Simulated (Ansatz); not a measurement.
input.yaml (Ansatz)

```yaml
crystal:
  lattice:
    - [0.0, 2.0727509303, 2.0727509303]
    - [2.0727509303, 0.0, 2.0727509303]
    - [2.0727509303, 2.0727509303, 0.0]
  atoms:
    - { symbol: Ti, position: [0.0, 0.0, 0.0] }
hamiltonian:
  xc: revpbe
  pseudopotentials:
    kind: paw
    azcp:
      Ti: "pseudopotentials/Ti.paw.azcp"
basis:
  ecutwfc: 420
  fft_grid_basis: typed
kpoints:
  mp_grid: { grid: [21, 21, 21], shift: [0, 0, 0] }
magnetization:
  spin_polarized: false
scf:
  occupations: { method: fermi_dirac, width: 0.1 }
output:
  write_density: true
  write_potential: true
  elf: true
  volumetric_format: npy
```

Terminal output

```
Engine: ansatz 0.2.0, x86_64-unknown-linux-gnu
Pseudopotentials: kind: paw
Pseudopotential: Ti, paw, valence charge 12, recommended cutoff 420 eV (normal) 
Functional definition: revPBE
  parameter kappa = 1.245
  parameter beta = 0.06672455060314922
  exchange = pbe_x(kappa = kappa, mu = beta*pi^2/3)
  correlation = pbe_c(beta = beta)
Crystal: 1 atoms, lattice volume = 17.810 Å³
Basis set: ecut = 420 eV, 331 PW (Γ)
Bands: 10, of which v1, the nominal top of the filled ones, is band 6 counted from 1 (5 counted from 0)
Symmetry: 48 space group operations
Space group: Fm-3m (ITA 225), of the structure as read, at distance tolerance 2.6e-5 Å
k-points: 286 of 9261
Non-local potential: Ti, projectors of the file, l = 0: 3, l = 1: 2, l = 2: 3, l = 3: 1
PAW form: soft (Blöchl's): semilocal exchange-correlation on the pseudo side does not see the compensation charge
PAW frozen core: Ti, regenerated for the run's functional, and the local potential with it (the file was generated under x = pbe(κ = 0.804, μ = 0.2195149727645171), c = pbe(β = 0.06672455060314922))
PAW one-centre angular grid: Ti, 590 points (default); XC on 64 Gauss nodes
Initial density: superposition of atomic densities (neutral atoms: chi_scale 0, normalization atom), corrected by the library's trained network
Initial wavefunctions: pseudopotential atomic-orbital guess
Functional: x = revpbe(κ = 1.245, μ = 0.2195149727645171), c = pbe(β = 0.06672455060314922)
SCF iter   1: F=—  HF=-2502.758131 eV  |F-HF|=—  |Δ(HF+E_count)|=         —  Δρ=2.26e-3  dr2=3.56e-4  ethr=1.77e-3  ⟨swp⟩=4.3  Hψ=14915  notcnv=0
SCF iter   2: F=—  HF=-2502.758322 eV  |F-HF|=—  |Δ(HF+E_count)|=   1.92e-4  Δρ=1.17e-3  dr2=7.56e-5  ethr=2.96e-6  ⟨swp⟩=1.9  Hψ=5885  notcnv=0
SCF iter   3: F=—  HF=-2502.758491 eV  |F-HF|=—  |Δ(HF+E_count)|=   1.68e-4  Δρ=2.19e-4  dr2=6.22e-6  ethr=6.30e-7  ⟨swp⟩=3.0  Hψ=4658  notcnv=0
SCF iter   4: F=—  HF=-2502.758492 eV  |F-HF|=—  |Δ(HF+E_count)|=   1.05e-6  Δρ=6.04e-5  dr2=5.93e-7  ethr=5.19e-8  ⟨swp⟩=2.4  Hψ=4541  notcnv=0
iter 5 did not close the SCF: its close was put off for the readings that it lacked (scf_convergence_deferred on its scf_iter line)
SCF iter   5: F=-2502.758492 eV  HF=-2502.758492 eV  |F-HF|=1.06e-8  |Δ(HF+E_count)|=   1.27e-7  Δρ=1.15e-5  dr2=1.90e-8  ethr=4.94e-9  ⟨swp⟩=3.0  Hψ=5034  notcnv=0
SCF iter   6: F=-2502.758492 eV  HF=-2502.758492 eV  |F-HF|=3.91e-9  |Δ(HF+E_count)|=  4.29e-10  Δρ=5.32e-6  dr2=5.23e-9  ethr=1.58e-10  ⟨swp⟩=1.0  Hψ=7721  notcnv=0
SCF 1 converged in 6 iterations: F = -2502.758492 eV  dr2 = 5.23e-9
SCF converged after 6 iterations
Free energy (F): -2502.758492 eV
Harris-Foulkes:  -2502.758492 eV  (|F-HF|=3.91e-9)
Internal energy: -2502.700660 eV  (E = F + TS)
E sigma→0 (E₀):  -2502.729576 eV
Entropy (-TS):   -0.057832 eV (-57.832 meV/atom)
Fermi energy:    12.954216 eV
--- Per-component energies (eV) ---
  E_band       = -161.646387
  E_kinetic    = 271.935768
  E_local      = -825.855365  (includes V_loc(G=0)·N_el)
  E_nonlocal   = 7.344786
  E_hartree    = 338.512488
  E_xc         = -97.402016
  E_vxc        = -121.636879  (∫ρ·V_xc dr)
  E_paw        = -1050.541832  (= ΣΔE_a)
  E_vpaw       = -170.462382  (= ΣTr[D̂ρ^β])
  E_aug_tail   = 0.000123  (compensation charges beyond the density's cutoff)
  E_ewald      = -1146.656817
  E_core_change = -0.037795  (= ΣΔE_core)
  E_smearing   = -0.057832  (= −TS)
  E_closure    = 0.000000  (closes the sum)
  Σ components = -2502.758492   (vs F -2502.758492, Δ=0.00e0)
--- Band table (eV; the first three rows and the last of 286) ---
  k-point 0: bands = ["-43.8562", "-19.7098", "-19.7098", "-19.7098", "6.9313", "13.8249", "13.8249", "13.8249", "15.4129", "15.4129"]
  k-point 1: bands = ["-43.8538", "-19.7239", "-19.7116", "-19.7116", "7.0031", "13.7803", "13.8510", "13.8510", "15.3958", "15.3958"]
  k-point 2: bands = ["-43.8467", "-19.7649", "-19.7167", "-19.7167", "7.2150", "13.6551", "13.9221", "13.9221", "15.3538", "15.3538"]
  k-point 285: bands = ["-43.7107", "-20.1219", "-20.0915", "-19.9312", "11.4961", "12.4666", "12.6793", "15.0643", "16.6682", "20.6789"]
```
